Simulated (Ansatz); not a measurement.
Program: Ansatz. Geometries: PBE0-D4/def2-TZVP. ΔE: electronic, gas phase. CBS: MP2 limit from def2 TZ/QZ plus the TZ coupled-cluster correction, frozen cores. This one scheme is used for every species. Each species was taken in one conformer, which may not be the lowest.

`CCCCCCCC(C)=O` + CH₃OH → `CCCCCCCO` + acetone  (formal exchange of groups at a C–C bond)

```tsv
species	CCSD(T)/CBS(def2) energy (Eh)
`CCCCCCCC(C)=O`	-428.50482
CH₃OH	-115.61712
`CCCCCCCO`	-351.18591
`CC(C)=O`	-192.94016
```

Question: Work out ΔE.

Answer: ΔE = (-351.18591) + (-192.94016) − (-428.50482) − (-115.61712) = -0.00413 Eh = -10.8 kJ/mol.

Largest T1 diagnostic among the species: 0.013.

Leaving LDA and LC-ωPBE aside and taking each functional with its dispersion term where it has one, the values, not all of them listed here, spread over 5.0 kJ/mol, from B2PLYP to revPBE-D4. In def2-TZVPP, CCSD(T) changes the Hartree–Fock value by +8.9 kJ/mol (the triples alone add +1.4 kJ/mol) and MP2 by +10.7 kJ/mol.
